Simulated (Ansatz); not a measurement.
**Relaxing BeC2**

Level of theory: DFT PBE, scalar-relativistic, plane waves, PAW (Ansatz). Settings: 420 eV cutoff, 21×21×12 k-mesh, Gaussian smearing of 0.10 eV, no spin polarisation.

What was changed in BaSn2: Ba → Be, Sn → C on all its sites, cell and atoms relaxed.

Input:

```yaml
crystal:
  lattice:
    - [2.4729347066, 0.0, 0.0]
    - [-1.2364673533, 2.1416242778, 0.0]
    - [0.0, 0.0, 3.6981436599]
  atoms:
    - { symbol: Be, position: [0.0, 0.0, 0.5] }
    - { symbol: C, position: [0.6666666667, 0.3333333333, 0.9280748922] }
    - { symbol: C, position: [0.3333333333, 0.6666666667, 0.0719251078] }
basis:
  ecutwfc: 420
kpoints:
  mp_grid: { grid: [21, 21, 12] }
hamiltonian:
  xc: pbe
scf:
  occupations: { method: gaussian, width: 0.1 }
output:
  forces: true
  stress: true
  eigenvalues: true
relax:
  adjacent_minimum: "off"
  f_tol: 0.01
  max_steps: 60
  cell: { stress_tol: 0.1 }
```

F is the free energy. Steps run on the plane waves of an earlier cell, but the last one, and at times one on the way, on a freshly chosen basis, so a repeated geometry can differ a little in energy.

Steps:

| step | F − F(1) (eV) | largest force component (eV/Å) | V (Å³/atom) | P (GPa) |
| --- | --- | --- | --- | --- |
| 1 | 0.0000 | 0.075 | 6.529 | -0.30 |
| 2 | -0.0002 | 0.019 | 6.523 | 0.05 |
| 3 | -0.0003 | 0.012 | 6.524 | -0.04 |
| 4 | -0.0003 | 0.009 | 6.522 | -0.03 |
| 5 | -0.0003 | 0.000 | 6.518 | 0.01 |
| 6 | -0.0002 | 0.000 | 6.518 | 0.00 |

Relaxed structure:

```cif
data_structure
_symmetry_space_group_name_H-M 'P 1'
_symmetry_Int_Tables_number 1
_cell_length_a 2.4709
_cell_length_b 2.4709
_cell_length_c 3.6984
_cell_angle_alpha 90.000
_cell_angle_beta 90.000
_cell_angle_gamma 120.000
_cell_volume 19.55
loop_
_atom_site_label
_atom_site_type_symbol
_atom_site_fract_x
_atom_site_fract_y
_atom_site_fract_z
_atom_site_occupancy
Be1 Be 0.00000 0.00000 0.50000 1
C1 C 0.66667 0.33333 0.92751 1
C2 C 0.33333 0.66667 0.07249 1
```

Symmetry: P-3m1, No. 164, trigonal system. Conventional cell: a = 2.471 Å, b = 2.471 Å, c = 3.698 Å, α = 90.00°, β = 90.00°, γ = 120.00°. Be (site symmetry -3m) has 6 C at 2.13 Å as nearest neighbours. C (site symmetry 3m) is surrounded by 3 C at 1.52 Å.

The run converged. The run took roughly 29 core-seconds.